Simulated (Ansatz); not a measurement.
Theory: DFT PBE, scalar-relativistic, plane waves, PAW (Ansatz).

Settings: cutoff 420 eV, Γ-centred mesh 12×12×12 on the computed 3-atom cell, Gaussian smearing of 0.02 eV; no spin polarisation.

```xyz
3
Lattice="1.5520 0.8961 5.0394 -1.5520 0.8961 5.0394 0.0000 -1.7921 5.0394" Properties=species:S:1:pos:R:3 pbc="T T T"
Sn    0.0000    0.0000    7.5591
O     0.0000    0.0000    3.6627
O     0.0000    0.0000   11.4555
```

Question: Is this geometry at equilibrium? Which atom feels the largest force?

Answer: It isn't. Atom 2 (O) feels (0.00, 0.00, -1.13) eV/Å, 1.127 eV/Å in size, and symmetry-related atoms feel the same size.

Question: Give all forces and the stress.

Answer:
| atom | Fx | Fy | Fz |
| --- | --- | --- | --- |
| Sn1 | 0.000 | 0.000 | 0.000 |
| O2 | 0.000 | 0.000 | -1.127 |
| O3 | 0.000 | 0.000 | 1.127 |
Stress (GPa, compression positive):
```
 9.54  0.00  0.00
 0.00  9.54  0.00
 0.00  0.00 -8.83
```

The cell holds layers, and where no dispersion correction was added their binding is poorly described.

This form isn't the usual stable structure of the compound.